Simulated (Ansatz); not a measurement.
Wanted: the native input for an Ansatz 0.2.0 run.

* Task: single point
* Functional: PBE
* Potentials or basis: Ansatz PAW
* Cutoff: 420 eV (not typed: the program's choice for these potentials)
* k mesh: 7 × 7 × 7
* Occupations: gaussian, width 0.011 eV
* Spin: no spin polarisation

The system is PbSe.

```
CELL_PARAMETERS angstrom
3.78432 0.00000 0.00000
0.00000 3.78432 0.00000
0.00000 0.00000 3.78432
ATOMIC_POSITIONS crystal
Pb 0.00000 0.00000 0.00000
Se 0.50000 0.50000 0.50000
```

Measurements of this composition are mostly on another form, of space group No. 225.

One way to write it, as run:

input.yaml

```yaml
crystal:
  lattice:
    - [3.784322, 0.0, 0.0]
    - [0.0, 3.784322, 0.0]
    - [0.0, 0.0, 3.784322]
  atoms:
    - { symbol: Pb, position: [0.0, 0.0, 0.0] }
    - { symbol: Se, position: [0.5, 0.5, 0.5] }
hamiltonian:
  xc: pbe
  pseudopotentials: { kind: paw }
kpoints:
  mp_grid: { grid: [7, 7, 7] }
scf:
  occupations: { method: gaussian, width: 0.011 }
output:
  forces: true
  stress: true
  eigenvalues: true
```

Potentials or basis: Ansatz PAW.

Launch:

```sh
$ ansatz run input.yaml --threads 2 --pin off --max-ram 5632MiB --backend cpu --events-out ev --progress --plain --runs-dir out
```

It gave:

```
Pressure               : -0.2 GPa
Band gap on the k mesh : none (metal or under the smearing width)
```

It took 0.96 s on 2 threads of Arm Neoverse V1 (shared host), peak memory 0.31 GiB.
